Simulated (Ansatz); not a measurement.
The system is As.

```
CELL_PARAMETERS angstrom
2.70368 0.00000 0.00000
0.00000 2.70368 0.00000
0.00000 0.00000 2.70368
ATOMIC_POSITIONS crystal
As 0.50000 0.50000 0.50000
```

This isn't the form of As at room conditions, which is rhombohedral.

A run of Ansatz 0.2.0 on this cell left the log below. Logs are shortened: lines on timing, memory, paths and dates and some standing lists are left out, and cuts for length are marked.

```text
Warning: RAYON_NUM_THREADS=1 ignored (pool sized by the plan → 1); use --threads N
hamiltonian.pseudopotentials.datasets: crystal makes datasets for this crystal and solves the spheres of its atoms anew in each pass: cutoff 180.0 eV, the density's 720.0 eV; for an error of 0.50 meV an atom under PBE, 0.5 meV for the cell; an energy difference from a run of another recipe may be off by several times the error for the cell, under r2SCAN by more, where some 0.1 meV an atom stays at smaller errors; As in spheres of 1.349 Å, 5 of its electrons in bands, 10 on its site; only band paths and densities of states list, in semicore columns, the levels of the semicore shells that are solved separately: 3d of As
Engine: ansatz 0.2.0, aarch64-unknown-linux-gnu
Pseudopotentials: kind: all_electron
Pseudopotential: As, paw, valence charge 15, recommended cutoff 180 eV (normal), crystal/all_electron/pbesol/scalar/gaussian/As, Koelling and Harmon's equation, gaussian nucleus
Functional definition: PBEsol
  exchange = pbesol_x
  correlation = pbesol_c
Crystal: 1 atoms, lattice volume = 19.764 Å³
Basis set: ecut = 180 eV, 93 PW (Γ), exchange–correlation on 24×24×24 points (8 copies of the dense FFT grid, shifted against one another)
Bands: 7, of which v1, the nominal top of the filled ones, is band 3 counted from 1 (2 counted from 0)
Symmetry: 48 space group operations
Space group: Pm-3m (ITA 221), of the structure as read, at distance tolerance 2.7e-5 Å
k-points: 56 of 1000
Non-local potential: As, projectors of the file, l = 0: 1, l = 1: 1
PAW form: soft (Blöchl's): semilocal exchange-correlation on the pseudo side does not see the compensation charge
PAW one-centre angular grid: As, 110 points (default); XC on its mesh's 1903 points in the sphere
Initial density: superposition of atomic densities (neutral atoms: chi_scale 0, normalization atom)
Initial wavefunctions: pseudopotential atomic-orbital guess
Functional: x = pbesol(κ = 0.804, μ = 0.12345679012345678), c = pbesol(β = 0.046)
iter 1 solved again at ethr=5.98e-4 eV; its pass at ethr=1.00e-1 eV (dr2=2.99e-2 eV) is discarded
SCF iter   1: F=—  HF=-61480.755140 eV  |F-HF|=—  |Δ(HF+E_count)|=         —  Δρ=1.59e-2  dr2=3.09e-2  ethr=5.98e-4  ⟨swp⟩=3.6  Hψ=2625  notcnv=0
preconditioner: auto → none  [metal: Δε(μ)=0.050 eV  Ē_g=15.019 eV  σ=0.050 eV  W_gap=0.25  n_scr=0 (ndim 8)  ℏωp=18.7 eV  f_vac=0.000  D(μ)=0.32/eV (n_scr^D=0)]
SCF iter   2: F=—  HF=-61480.763079 eV  |F-HF|=—  |Δ(HF+E_count)|=   7.94e-3  Δρ=8.00e-3  dr2=7.92e-3  ethr=5.98e-4  ⟨swp⟩=2.0  Hψ=549  notcnv=0  defer=1
iter 3 solved again at ethr=2.10e-7 eV; its pass at ethr=1.58e-4 eV (dr2=1.05e-5 eV) is discarded
SCF iter   3: F=—  HF=-61480.765218 eV  |F-HF|=—  |Δ(HF+E_count)|=   2.14e-3  Δρ=2.57e-4  dr2=9.59e-6  ethr=2.10e-7  ⟨swp⟩=2.0  Hψ=1884  notcnv=0
SCF iter   4: F=—  HF=-61480.765205 eV  |F-HF|=—  |Δ(HF+E_count)|=   1.22e-5  Δρ=1.18e-4  dr2=2.04e-6  ethr=1.92e-7  ⟨swp⟩=2.0  Hψ=537  notcnv=0
SCF iter   5: F=—  HF=-61480.765197 eV  |F-HF|=—  |Δ(HF+E_count)|=   8.05e-6  Δρ=4.67e-6  dr2=1.70e-9  ethr=4.08e-8  ⟨swp⟩=2.8  Hψ=594  notcnv=0
SCF iter   6: F=-61480.765197 eV  HF=-61480.765197 eV  |F-HF|=1.56e-9  |Δ(HF+E_count)|=   2.38e-9  Δρ=2.06e-6  dr2=8.31e-10  ethr=3.39e-11  ⟨swp⟩=3.0  Hψ=681  notcnv=0
SCF 1 converged in 6 iterations: F = -61480.765195 eV  dr2 = 8.31e-10
  Residual-converged pass: ⟨swp⟩=1.9  Hψ=467  notcnv=0  max |occ|·‖R‖ = 3.7e-6 eV (tolerance 3.7e-6 eV)  dr2=8.37e-10  dr2_onsite=1.90e-9  max |Δocc| = 1.8e-10
  greatest PAW one-centre occupation: 0.800 electrons in one spin orbital (limit 2), on the As atom at site 0 (counted from 0), in its partial waves of l = 0
SCF converged after 6 iterations
Free energy (F): -61480.765195 eV
Harris-Foulkes:  -61480.765195 eV  (|F-HF|=1.56e-9)
Internal energy: -61480.762659 eV  (E = F + TS)
E sigma→0 (E₀):  -61480.763927 eV
Entropy (-TS):   -0.002537 eV (-2.537 meV/atom)
Past the cutoff: the bands carry plane waves up to 1.75 times it, of which those up to 1.5 times it add -0.000047 eV an atom, each by itself; the spheres take 0.000046 eV an atom off the energy for waves past 1.75 times it
By the cutoff:   a pressure is off by up to 0.005 GPa (1.2 times the spheres' own share and the shells' term, over an atom's volume, and 0.004 GPa: a bound that held against runs at twice the plane waves)
Past the cutoffs: a stress includes 0.0035 GPa for waves and charges beyond them, in addition to the slope of what the spheres take
In the spheres:  the bands' charges fall short by 3.9e-7 e at most (sound up to 1e-3), those of shells solved beside the bands by 4.6e-8 e (sound up to 5e-4)
Fermi energy:    12.221586 eV
--- Per-component energies (eV) ---
  E_band       = 30.415784
  E_kinetic    = 65.868738
  E_local      = -1145.968001  (includes V_loc(G=0)·N_el)
  E_nonlocal   = -0.855136
  E_hartree    = 587.323442
  E_xc         = -60.821297
  E_vxc        = -73.727610  (∫ρ·V_xc dr)
  E_paw        = -64351.904562  (= ΣΔE_a)
  E_vpaw       = -5115.160416  (= ΣTr[D̂ρ^β])
  E_ewald      = -1700.018415
  E_smearing   = -0.002537  (= −TS)
  E_closure    = 5125.612573  (closes the sum)
  Σ components = -61480.765195   (vs F -61480.765195, Δ=-7.28e-12)
  The terms above E_closure are by the made datasets' own strengths, without shells solved beside the bands.
--- Forces (eV/Å), atoms counted from 1 ---
  atom   1  As    -0.00000000    -0.00000000     0.00000000
  max |Σ_I F_I| component: 7.89e-31 eV/Å
--- Stress (GPa, compression-positive) ---
       -1.552943       0.000000       0.000000
        0.000000      -1.552943       0.000000
        0.000000       0.000000      -1.552943
  P = ⅓ Tr σ = -1.5529 GPa (-15.529 kbar)
  It holds what live shells' own plane waves past their cutoff add
--- Band table (eV; the first three rows and the last of 56) ---
  k-point 0: bands = ["-2.7108", "16.4225", "16.4225", "16.4225", "20.8761"]
  k-point 1: bands = ["-2.5265", "14.3735", "16.5847", "16.5847", "21.0453"]
  k-point 2: bands = ["-1.9836", "11.2994", "17.0476", "17.0476", "21.5417"]
  k-point 55: bands = ["7.3361", "10.4666", "10.4666", "10.4666", "18.2066"]
```

Problem. Write the input and the command behind it.

Solution. Density of states with PBEsol, no spin polarisation. The files as run (others can give the same):

input.yaml
```yaml
crystal:
  lattice:
    - [2.7036817444, 0.0, 0.0]
    - [0.0, 2.7036817444, 0.0]
    - [0.0, 0.0, 2.7036817444]
  atoms:
    - { symbol: As, position: [0.5, 0.5, 0.5] }
kpoints:
  mp_grid: { grid: [10, 10, 10] }
scf:
  occupations: { method: fermi_dirac, width: 0.05 }
hamiltonian:
  xc: pbesol
  pseudopotentials: { kind: all_electron, datasets: crystal }
output:
  forces: true
  stress: true
  eigenvalues: true
  dos: { projected: false, de: 0.1, e_range: [-14, 10] }
  elf: true
  volumetric_format: npy
```

Potentials or basis: all-electron PAW datasets made for the crystal.
The run is started by
```console
$ ansatz run input.yaml --threads 1 --pin off --max-ram 3072MiB --backend cpu --events-out ev --progress --plain --runs-dir out
```

Caveat: the program warned that the printed levels may be off, so bands, gaps and densities of states are rough.
